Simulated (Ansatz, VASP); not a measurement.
**Sc: VASP beside Ansatz**

INCAR

```
SYSTEM = Sc
ALGO = Normal ; EDIFF = 1E-6
ENCUT = 520 ; GGA = CA
ISIF = 2 ; ISMEAR = -1
LASPH = .True. ; LCHARG = .False.
LREAL = .False. ; LWAVE = .False.
NBANDS = 12 ; NELM = 100
PREC = Accurate ; SIGMA = 0.08
```

The input KPOINTS:

```
k-points
0
Gamma
  13 13 13
  0 0 0
```

File POSCAR:

```
Sc
1.0
    0.0232684620      2.3384804357      2.3384804357
    2.3384804357      0.0232684620      2.3384804357
    2.3384804357      2.3384804357      0.0232684620
Sc
1
Direct
    0.0000000000      0.0000000000      0.0000000000
```

Input for Ansatz:

```yaml
crystal:
  lattice:
    - [0.023268462, 2.3384804357, 2.3384804357]
    - [2.3384804357, 0.023268462, 2.3384804357]
    - [2.3384804357, 2.3384804357, 0.023268462]
  atoms:
    - { symbol: Sc, position: [0.0, 0.0, 0.0] }
kpoints:
  mp_grid: { grid: [13, 13, 13] }
scf:
  occupations: { method: fermi_dirac, width: 0.08 }
hamiltonian:
  xc: lda
  pseudopotentials: { kind: all_electron, lapw: { basis_error: 0.00025 } }
output:
  forces: true
  stress: true
  eigenvalues: true
```

Change from the starting cell: equal xy, yz and zx shear strains of +1 %.

Alike in both runs: task single point; functional LDA; k mesh 13 × 13 × 13; occupations fermi-dirac, width 0.08 eV; no spin polarisation.

|  | VASP | Ansatz |
| --- | --- | --- |
| version | VASP 6.6.1 | Ansatz 0.2.0 |
| potentials or method | VASP PAW LDA potentials, release 64 (Sc_sv) | all-electron LAPW, scalar-relativistic |
| plane-wave cutoff (eV) | 520 | see its input |

```tsv
	VASP	Ansatz	Ansatz less VASP
pressure (GPa)	-5.5	-5.6	-0.03
largest component of the traceless stress (GPa)	0.29	0.29	-0.001
```

Ansatz ran all-electron here, so the differences hold the error of VASP's frozen core and of both bases.
